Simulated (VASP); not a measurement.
# ErH (Fm-3m) in VASP: equation of state, part 2 of 2

VASP 6.6.1. The steps go on from the part before.

**4. Equation of state, PBE, collinear spin, ferromagnetic start, 14.16 Å³/atom (volume scaled by 0.98)**

INCAR

```
PREC = Accurate
ENCUT = 520
EDIFF = 1E-7
ISMEAR = -1
SIGMA = 0.05
LREAL = False
LASPH = True
NELM = 120
ALGO = Normal
ISIF = 2
LWAVE = False
LCHARG = False
ISPIN = 2
MAGMOM = 3 0
LORBIT = 11
LMAXMIX = 6
GGA = PE
NBANDS = 22
```

KPOINTS

```
Automatic mesh
0
Gamma
  9 9 9
```

POSCAR

```
ErH
1.0
    0.0000000000      2.4195015208      2.4195015208
    2.4195015208      0.0000000000      2.4195015208
    2.4195015208      2.4195015208      0.0000000000
Er H
1 1
Direct
    0.0000000000      0.0000000000      0.0000000000
    0.5000000000      0.5000000000      0.5000000000
```

Potentials or basis: VASP PAW PBE potentials, release 64 (Er, H).

Launch:

```
cat potpaw_PBE.64/Er/POTCAR potpaw_PBE.64/H/POTCAR > POTCAR
mpirun -np 1 vasp_std > vasp.out
```

OUTCAR:

```text
PREC = Accurate
   ENCUT = 520
   EDIFF = 1E-7
   ISMEAR = -1
   LREAL = False
   LASPH = True
   NELM = 120
   ISIF = 2
   ISPIN = 2
   LORBIT = 11
   GGA = PE

 Found     35 irreducible k-points:

 Following reciprocal coordinates:
            Coordinates               Weight
  0.000000  0.000000  0.000000      1.000000
  0.111111  0.000000  0.000000      8.000000
  0.222222  0.000000  0.000000      8.000000
  0.333333  0.000000  0.000000      8.000000
  0.444444  0.000000  0.000000      8.000000
  0.111111  0.111111  0.000000      6.000000
   k-points           NKPTS =     35   k-points in BZ     NKDIM =     35   number of bands    NBANDS=     22
   number of dos      NEDOS =    301   number of ions     NIONS =      2
   total plane-waves  NPLWV =  21952
   dimension x,y,z NGX =    28 NGY =   28 NGZ =   28
   dimension x,y,z NGXF=    56 NGYF=   56 NGZF=   56
   ions per type =               1   1
   NGX,Y,Z   is equivalent  to a cutoff of  13.60, 13.60, 13.60 a.u.
   NGXF,Y,Z  is equivalent  to a cutoff of  27.21, 27.21, 27.21 a.u.
 SYSTEM =  unknown system
   PREC   = accura    normal or accurate (medium, high low for compatibility)
   ISTART =      0    job   : 0-new  1-cont  2-samecut
   ICHARG =      2    charge: 1-file 2-atom 10-const
   ISPIN  =      2    spin polarized calculation?
   LNONCOLLINEAR =      F non collinear calculations
   LSORBIT =      F    spin-orbit coupling
   LASPH  =      T    aspherical Exc in radial PAW
   ENCUT  =  520.0 eV  38.22 Ry    6.18 a.u.   6.36  6.36  6.36*2*pi/ulx,y,z
   NELM   =    120;   NELMIN=  2; NELMDL= -5     # of ELM steps
   EDIFF  = 0.1E-06   stopping-criterion for ELM
   LREAL  =      F    real-space projection
   EDIFFG = 0.1E-05   stopping-criterion for IOM
   NSW    =      0    number of steps for IOM
   IBRION =     -1    ionic relax: 0-MD 1-quasi-New 2-CG
   NFREE  =      0    steps in history (QN), initial steepest desc. (CG)
   ISIF   =      2    stress and relaxation
   ISYM   =      2    0-nonsym 1-usesym 2-fastsym
   POTIM  = 0.5000    time-step for ionic-motion
   TEBEG  =    0.0;   TEEND  =   0.0 temperature during run
   PSTRESS=    0.0 pullay stress
   NELECT =      23.0000    total number of electrons
   NUPDOWN=      -1.0000    fix difference up-down
   EMIN   =  10.00;   EMAX   =-10.00  energy-range for DOS
   EFERMI =   0.00;   METHOD = LEGACY
   ISMEAR =    -1;   SIGMA  =   0.05  broadening in eV -4-tet -1-fermi 0-gaus
   EFERMI_NEDOS =   21; number of points for ismear=-14 and -15
   IALGO  =     38    algorithm
   IMIX   =      4    mixing-type and parameters
     AMIX     =   0.40;   BMIX     =  1.00
     AMIX_MAG =   1.60;   BMIX_MAG =  1.00
  volume/ion in A,a.u.               =      14.16        95.58
  Fermi-wavevector in a.u.,A,eV,Ry     =   1.527267  2.886116 31.736181  2.332544
  Thomas-Fermi vector in A             =   2.635186
   LORBIT       =     11    0 simple, 1 ext, 2 COOP (PROOUT), +10 PAW based schemes
   GGA     = PE    functional components
   LHFCALC =     F    Hartree Fock is set to
   AEXX    =    0.0000 exact exchange contribution
   IVDW    =     0    specifies the selected vdW correction
   LEPSILON=     F    determine dielectric tensor
   LRPA    =     F    only Hartree local field effects (RPA)
 spin polarized calculation
  energy-cutoff  :      520.00
  volume of cell :       28.33
 maximum number of plane-waves:       775
 NGX is ok and might be reduce to    28
   NGX = 13   NGY = 13   NGZ = 13

 number of electron      23.0000008 magnetization       2.4434238

 Free energy of the ion-electron system (eV)
  ---------------------------------------------------
  ext. energy  EPLUGINS =         0.00000000
  ---------------------------------------------------
  free energy    TOTEN  =        -9.12396310 eV

  energy without entropy =       -9.04825384  energy(sigma->0) =       -9.08610847

 E-fermi :   3.2703     XC(G=0): -11.0718

 val. band max:        3.2639642900   @ k =   0.3333   0.2222   0.0000
 cond. band min:       3.2777991416   @ k =   0.3333   0.0000   0.0000
 fundamental gap:      0.0138348516
 Fermi energy:         3.2703183819

 spin component 1

 k-point     1 :       0.0000    0.0000    0.0000
  band No.  band energies     occupation
      1     -45.9962      1.00000
      2     -19.6875      1.00000
      3     -19.6875      1.00000
      4     -19.6875      1.00000
      5      -4.6607      1.00000
      6       0.3982      1.00000
[... 14 lines left out ...]
     21      15.5923      0.00000
     22      15.5923      0.00000

 k-point     2 :       0.1111    0.0000    0.0000
  band No.  band energies     occupation
      1     -45.9883      1.00000
      2     -19.8005      1.00000
      3     -19.7002      1.00000
      4     -19.7002      1.00000
      5      -4.3262      1.00000
      6       0.4074      1.00000
[... 14 lines left out ...]
     21      16.4512      0.00000
     22      16.8081      0.00000

 k-point     3 :       0.2222    0.0000    0.0000
  band No.  band energies     occupation
      1     -45.9683      1.00000
      2     -20.0750      1.00000
      3     -19.7321      1.00000
      4     -19.7321      1.00000
      5      -3.4248      1.00000
      6       0.4360      1.00000
[... 14 lines left out ...]
     21      18.5432      0.00000
     22      18.5432      0.00000
[... 26 lines left out ...]
 k-point     5 :       0.4444    0.0000    0.0000
  band No.  band energies     occupation
      1     -45.9305      1.00000
      2     -20.5522      1.00000
      3     -19.7912      1.00000
      4     -19.7912      1.00000
      5      -1.0729      1.00000
      6       0.5170      1.00000
[... 14 lines left out ...]
     21      17.9346      0.00000
     22      22.8170      0.00000

 k-point     6 :       0.1111    0.1111    0.0000
  band No.  band energies     occupation
      1     -45.9857      1.00000
      2     -19.7986      1.00000
      3     -19.7236      1.00000
      4     -19.7236      1.00000
      5      -4.2282      1.00000
      6       0.4104      1.00000
[... 14 lines left out ...]
     21      15.9706      0.00000
     22      18.2985      0.00000

 [... further k-points ...]

 spin component 2

 k-point     1 :       0.0000    0.0000    0.0000
  band No.  band energies     occupation
      1     -44.9192      1.00000
      2     -18.9150      1.00000
      3     -18.9150      1.00000
      4     -18.9150      1.00000
      5      -4.6215      1.00000
      6       2.7103      0.99999
[... 14 lines left out ...]
     21      15.7382      0.00000
     22      15.7382      0.00000

 k-point     2 :       0.1111    0.0000    0.0000
  band No.  band energies     occupation
      1     -44.9106      1.00000
      2     -19.0390      1.00000
      3     -18.9286      1.00000
      4     -18.9286      1.00000
      5      -4.2788      1.00000
      6       2.6798      0.99999
[... 14 lines left out ...]
     21      16.6057      0.00000
     22      16.9385      0.00000

 k-point     3 :       0.2222    0.0000    0.0000
  band No.  band energies     occupation
      1     -44.8886      1.00000
      2     -19.3387      1.00000
      3     -18.9629      1.00000
      4     -18.9629      1.00000
      5      -3.3588      1.00000
      6       2.6168      1.00000
[... 14 lines left out ...]
     21      18.7157      0.00000
     22      18.7157      0.00000
[... 26 lines left out ...]
 k-point     5 :       0.4444    0.0000    0.0000
  band No.  band energies     occupation
      1     -44.8471      1.00000
      2     -19.8558      1.00000
      3     -19.0265      1.00000
      4     -19.0264      1.00000
      5      -0.9139      1.00000
      6       1.1742      1.00000
[... 14 lines left out ...]
     21      18.0433      0.00000
     22      22.8859      0.00000

 k-point     6 :       0.1111    0.1111    0.0000
  band No.  band energies     occupation
      1     -44.9077      1.00000
      2     -19.0371      1.00000
      3     -18.9541      1.00000
      4     -18.9541      1.00000
      5      -4.1785      1.00000
      6       2.6810      0.99999
[... 14 lines left out ...]
     21      16.1240      0.00000
     22      18.4347      0.00000

 [... further k-points ...]

------------------------ aborting loop because EDIFF is reached ----------------------------------------

  FORCE on cell =-STRESS in cart. coord.  units (eV):
  Direction    XX          YY          ZZ          XY          YZ          ZX
  --------------------------------------------------------------------------------------
  -------------------------------------------------------------------------------------
  Total        0.5054196      0.5054196      0.5054196      0.0000000     -0.0000000     -0.0000000
  in kB       28.5861038     28.5861038     28.5861038      0.0000000     -0.0000000     -0.0000000
  external PRESSURE =      28.5861038 kB  Pullay stress =       0.0000000 kB

 VOLUME and BASIS-vectors are now :
 -----------------------------------------------------------------------------
  energy-cutoff  :      520.00
  volume of cell :       28.33
      direct lattice vectors                 reciprocal lattice vectors
     0.000000000  2.419501521  2.419501521    -0.206654138  0.206654138  0.206654138
     2.419501521  0.000000000  2.419501521     0.206654138 -0.206654138  0.206654138
     2.419501521  2.419501521  0.000000000     0.206654138  0.206654138 -0.206654138

 POSITION                                       TOTAL-FORCE (eV/Angst)
 -----------------------------------------------------------------------------------
      0.00000      0.00000      0.00000        -0.000000     -0.000000     -0.000000
      2.41950      2.41950      2.41950         0.000000      0.000000      0.000000
 -----------------------------------------------------------------------------------
    total drift:                               -0.000000     -0.000000     -0.000000

  FREE ENERGIE OF THE ION-ELECTRON SYSTEM (eV)
  ---------------------------------------------------
  free  energy   TOTEN  =        -9.1239631008 eV

  energy  without entropy=       -9.0482538377  energy(sigma->0) =       -9.08610847

 total charge

# of ion       s       p       d       f       tot
--------------------------------------------------
    1        2.104   5.767   0.515  11.327  19.713
    2        0.516   0.009   0.000   0.000   0.525
--------------------------------------------------
tot          2.621   5.775   0.515  11.327  20.238

 magnetization (x)

# of ion       s       p       d       f       tot
--------------------------------------------------
    1        0.002  -0.024   0.019   2.456   2.453
    2       -0.002   0.000   0.000   0.000  -0.002
--------------------------------------------------
tot         -0.000  -0.024   0.019   2.456   2.451
```

stdout:

```text
POSCAR found type information on POSCAR ErH
 POSCAR found :  2 types and       2 ions
 scaLAPACK will be used
 LDA part: xc-table for (Slater+PW92), standard interpolation
 POSCAR, INCAR and KPOINTS ok, starting setup
 FFT: planning ... GRIDC
 FFT: planning ... GRID_SOFT
 FFT: planning ... GRID
 WAVECAR not read
 entering main loop
```

Run time: 2.8 min. Hardware: 1 thread of AMD EPYC 7R13 (Zen 3), shared host; peak memory 0.18 GiB.

Results:

* Free energy: -9.1240 eV
* Pressure: 2.9 GPa
* Band gap on the k mesh: none (metal or under the smearing width)
* Net moment: 2.44 μB per cell
* Site moments: Er +2.45; H -0.00 μB
* Valence electrons inside the program's atomic spheres: Er 19.71; H 0.53

Caveat: the magnetic or orbital state may not be the lowest; spin-orbit coupling is left out, which moves the levels of the heavy elements; without U or exact exchange the open f shell lies at the Fermi level, which spoils levels, moments and volumes.

**5. Equation of state, PBE, collinear spin, ferromagnetic start, 14.74 Å³/atom (volume scaled by 1.02)**

INCAR

```
PREC = Accurate ; ENCUT = 520
EDIFF = 1E-7 ; ISMEAR = -1
SIGMA = 0.05 ; LREAL = False
LASPH = True ; NELM = 150
ALGO = Normal ; ISIF = 2
LWAVE = False ; LCHARG = False
ISPIN = 2 ; MAGMOM = 3 0
LORBIT = 11 ; LMAXMIX = 6
GGA = PE ; NBANDS = 22
```

KPOINTS

```
regular mesh
0
Gamma
  9 9 9
```

POSCAR

```
ErH
1.0
    0.0000000000      2.4519819271      2.4519819271
    2.4519819271      0.0000000000      2.4519819271
    2.4519819271      2.4519819271      0.0000000000
Er H
1 1
Direct
    0.0000000000      0.0000000000      0.0000000000
    0.5000000000      0.5000000000      0.5000000000
```

Launch:

```
cat potpaw_PBE.64/Er/POTCAR potpaw_PBE.64/H/POTCAR > POTCAR
mpirun -np 1 vasp_std > vasp.out
```

Run time: 3.3 min. Hardware: 1 thread of AMD EPYC 7R13 (Zen 3), shared host; peak memory 0.18 GiB.

It converged, with:

| Quantity | Value |
| --- | --- |
| Free energy | -9.1377 eV |
| Pressure | 0.7 GPa |
| Band gap on the k mesh | none (metal or under the smearing width) |
| Net moment | 2.44 μB per cell |
| Site moments | Er +2.45; H -0.00 μB |
| Valence electrons inside the program's atomic spheres | Er 19.69; H 0.52 |

Caveat: the magnetic or orbital state may not be the lowest; spin-orbit coupling is left out, which moves the levels of the heavy elements; without U or exact exchange the open f shell lies at the Fermi level, which spoils levels, moments and volumes.

**6. Equation of state, PBE, collinear spin, ferromagnetic start, 15.03 Å³/atom (volume scaled by 1.04)**

INCAR

```
SYSTEM = ErH
PREC = Accurate
ENCUT = 520
EDIFF = 1E-7
ISMEAR = -1
SIGMA = 0.05
LREAL = .False.
LASPH = .True.
NELM = 150
ALGO = Normal
ISIF = 2
LWAVE = .False.
LCHARG = .False.
ISPIN = 2
MAGMOM = 3 0
LORBIT = 11
LMAXMIX = 6
GGA = PE
NBANDS = 22
```

KPOINTS

```
Automatic mesh
0
Gamma
  9 9 9
  0 0 0
```

POSCAR

```
ErH
1.0
    0.0000000000      2.4679043338      2.4679043338
    2.4679043338      0.0000000000      2.4679043338
    2.4679043338      2.4679043338      0.0000000000
Er H
1 1
Direct
    0.0000000000      0.0000000000      0.0000000000
    0.5000000000      0.5000000000      0.5000000000
```

Potentials or basis: VASP PAW PBE potentials, release 64 (Er, H).

Launch:

```
cat potpaw_PBE.64/Er/POTCAR potpaw_PBE.64/H/POTCAR > POTCAR
mpirun -np 1 vasp_std > vasp.out
```

Wall time 3.2 min (1 thread of AMD EPYC 7R13 (Zen 3), shared host); peak memory 0.18 GiB.

The run converged. Its results:

```yaml
Free_energy: -9.1390 eV
Pressure: -0.2 GPa
Band_gap_on_the_k_mesh: none (metal or under the smearing width)
Net_moment: 2.44 μB per cell
Site_moments: Er +2.44; H -0.00 μB
Valence_electrons_inside_the_program's_atomic_spheres: Er 19.68; H 0.51
```

Caveat: the magnetic or orbital state may not be the lowest; spin-orbit coupling is left out, which moves the levels of the heavy elements; without U or exact exchange the open f shell lies at the Fermi level, which spoils levels, moments and volumes.

**7. Equation of state, PBE, collinear spin, ferromagnetic start, 15.32 Å³/atom (volume scaled by 1.06)**

INCAR

```
SYSTEM = ErH
  PREC = Accurate
  ENCUT = 520
  EDIFF = 1E-7
  ISMEAR = -1
  SIGMA = 0.05
  LREAL = .False.
  LASPH = .True.
  NELM = 100
  ALGO = Normal
  ISIF = 2
  LWAVE = .False.
  LCHARG = .False.
  ISPIN = 2
  MAGMOM = 3 0
  LORBIT = 11
  LMAXMIX = 6
  GGA = PE
  NBANDS = 22
```

KPOINTS

```
regular mesh
0
Gamma
  9 9 9
  0 0 0
```

POSCAR

```
ErH
1.0
    0.0000000000      2.4836238935      2.4836238935
    2.4836238935      0.0000000000      2.4836238935
    2.4836238935      2.4836238935      0.0000000000
Er H
1 1
Direct
    0.0000000000      0.0000000000      0.0000000000
    0.5000000000      0.5000000000      0.5000000000
```

Launch:

```
cat potpaw_PBE.64/Er/POTCAR potpaw_PBE.64/H/POTCAR > POTCAR
mpirun -np 1 vasp_std > vasp.out
```

Run time: 2.3 min. Hardware: 1 thread of AMD EPYC 7R13 (Zen 3), shared host; peak memory 0.18 GiB.

The run converged. Its results:

```
Free energy                                           : -9.1370 eV
Pressure                                              : -1.1 GPa
Band gap on the k mesh                                : none (metal or under the smearing width)
Net moment                                            : 2.44 μB per cell
Site moments                                          : Er +2.44; H -0.00 μB
Valence electrons inside the program's atomic spheres : Er 19.68; H 0.51
```

Caveat: the magnetic or orbital state may not be the lowest; spin-orbit coupling is left out, which moves the levels of the heavy elements; without U or exact exchange the open f shell lies at the Fermi level, which spoils levels, moments and volumes.

**8. Equation of state, PBE, collinear spin, ferromagnetic start**

Potentials or basis: VASP PAW PBE potentials, release 64 (Er, H).

No new run: the results of the series are fitted here.

Results:

```
Equilibrium volume                      : 14.99 Å³/atom
Bulk modulus                            : 48 GPa
Pressure derivative of the bulk modulus : 3.9
```

Energy against volume, from the lowest point:
| volume (Å³/atom) | energy (meV/atom) |
| --- | --- |
| 13.586 | 23.17 |
| 13.875 | 14.14 |
| 14.164 | 7.52 |
| 14.453 | 3.08 |
| 14.742 | 0.64 |
| 15.031 | 0.00 |
| 15.320 | 1.00 |

Caveat: the magnetic or orbital state may not be the lowest; spin-orbit coupling is left out, which moves the levels of the heavy elements; without U or exact exchange the open f shell lies at the Fermi level, which spoils levels, moments and volumes.
